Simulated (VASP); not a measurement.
GaAs: relaxation of cell and atoms with PBE

The system is GaAs.

```
CELL_PARAMETERS angstrom
0.00000 2.82685 2.82685
2.82685 0.00000 2.82685
2.82685 2.82685 0.00000
ATOMIC_POSITIONS crystal
As 0.75000 0.75000 0.75000
Ga 0.00000 0.00000 0.00000
```

```json
{
  "Program": "VASP 6.6.1",
  "Task": "relaxation of cell and atoms",
  "Functional": "PBE",
  "Potentials or basis": "VASP PAW PBE potentials, release 54 (As, Ga)",
  "Cutoff": "580 eV",
  "k mesh": "8 × 8 × 8",
  "Occupations": "fermi-dirac, width 0.05 eV",
  "Spin": "no spin polarisation",
  "Further INCAR settings": "ALGO = Normal; EDIFF = 1e-07; IBRION = 2; EDIFFG = -0.02; NSW = 40; ISIF = 3"
}
```

* Relaxed volume: 23.91 Å³/atom
* Relaxed cell: a = 4.074 Å, b = 4.074 Å, c = 4.074 Å, α = 60.00°, β = 60.00°, γ = 60.00°
* Space group after relaxing (to 0.05 Å): F-43m (No. 216)
* Energy gained by relaxing: 15.7 meV/atom
* Ionic steps: 3
* Pressure after relaxing: 0.0 GPa
* Band gap on the k mesh: 0.15 eV, direct

The path:
```csv
step,energy change (eV),largest force (eV/Å),pressure (GPa),volume (Å³)
1,0.0000,0.0000,4.03,45.18
2,-0.0262,0.0000,-1.37,49.00
3,-0.0314,0.0000,0.01,47.82
```

Final structure:
```xyz
2
Lattice="0.0000 2.8809 2.8809 2.8809 0.0000 2.8809 2.8809 2.8809 0.0000" Properties=species:S:1:pos:R:3 pbc="T T T"
As    4.3214    4.3214    4.3214
Ga    0.0000    0.0000    0.0000
```

Levels at points of the mesh, in eV from the valence-band top:
| k point | band 1 | band 2 | band 3 | band 4 | band 5 | band 6 | band 7 | band 8 |
| --- | --- | --- | --- | --- | --- | --- | --- | --- |
| (0.00, 0.00, 0.00) | -12.31 | 0.00 | 0.00 | 0.00 | 0.15 | 3.75 | 3.75 | 3.75 |
| (0.50, 0.00, 0.00) | -10.82 | -6.31 | -1.05 | -1.05 | 0.88 | 4.64 | 4.64 | 7.70 |
| (0.50, 0.50, 0.00) | -10.17 | -6.53 | -2.47 | -2.47 | 1.58 | 1.70 | 9.76 | 9.76 |

It took 15 s on 1 thread of Intel(R) Xeon(R) 6975P-C (Granite Rapids), with other jobs on the host, peak memory 0.18 GiB.

As with any semilocal functional, this PBE gap is likely too small. PBE usually gives volumes a little too large and moduli too small.
